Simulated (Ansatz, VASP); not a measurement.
**Lu in VASP and in Ansatz**

File INCAR:

```
PREC = Accurate ; ENCUT = 600
EDIFF = 1E-6 ; ISMEAR = -1
SIGMA = 0.05 ; LREAL = False
LASPH = True ; NELM = 100
ALGO = Normal ; ISIF = 3
LWAVE = False ; LCHARG = False
GGA = RP ; IBRION = 2
NSW = 60 ; EDIFFG = -0.005
```

KPOINTS

```
Automatic mesh
0
Gamma
  10 10 10
```

Contents of POSCAR:

```
Lu
1.0
   -1.9541071088      1.9541071088      1.9541071088
    1.9541071088     -1.9541071088      1.9541071088
    1.9541071088      1.9541071088     -1.9541071088
Lu
1
Direct
    0.0000000000      0.0000000000      0.0000000000
```

File input.yaml:

```yaml
crystal:
  lattice:
    - [-1.9541071088, 1.9541071088, 1.9541071088]
    - [1.9541071088, -1.9541071088, 1.9541071088]
    - [1.9541071088, 1.9541071088, -1.9541071088]
  atoms:
    - { symbol: Lu, position: [0.0, 0.0, 0.0] }
hamiltonian:
  xc: rpbe
  pseudopotentials: { kind: paw }
kpoints:
  mp_grid: { grid: [10, 10, 10] }
scf:
  occupations: { method: fermi_dirac, width: 0.05 }
output:
  forces: true
  stress: true
  eigenvalues: true
relax:
  f_tol: 0.01
  max_steps: 40
  cell: { stress_tol: 0.05 }
```

This isn't the form of Lu at room conditions, which is hcp.

Alike in both runs: task relaxation of cell and atoms; functional RPBE; k mesh 10 × 10 × 10; occupations fermi-dirac, width 0.05 eV; no spin polarisation.

```csv
,VASP,Ansatz
version,VASP 6.6.1,Ansatz 0.2.0
potentials or method,"VASP PAW PBE potentials, release 64 (Lu)",Ansatz PAW
plane-wave cutoff (eV),600,420
valence electrons in the cell,25,25
```

Ansatz gave:

| Property | Result |
| --- | --- |
| gap on the k mesh at the Fermi level, each at its own relaxed structure (eV) | none |
| relaxed volume (Å³/atom) | 31.04 |
| relaxed cell length with the largest relative difference (Å) | 3.429 |
| energy change over the relaxation (meV/atom) | -6 |

Task: Estimate VASP's values.

Result: gap on the k mesh at the Fermi level, each at its own relaxed structure (eV): none; relaxed volume (Å³/atom): 31.13; relaxed cell length with the largest relative difference (Å): 3.433; energy change over the relaxation (meV/atom): -7.

A gap of «none» marks a metal or a gap that the smearing closes.

Caveats: the PAW data sets were made with another functional, which shifts forces and pressure a little (VASP); the plane-wave basis is chosen anew once the cell has moved, so the energies of steps on either side of that aren't comparable (Ansatz); the PAW data sets come from PBE, with cores solved anew for the run's functional, which leaves a small shift of forces and pressure (Ansatz). Spin-orbit coupling is left out, which matters for the levels of Lu.
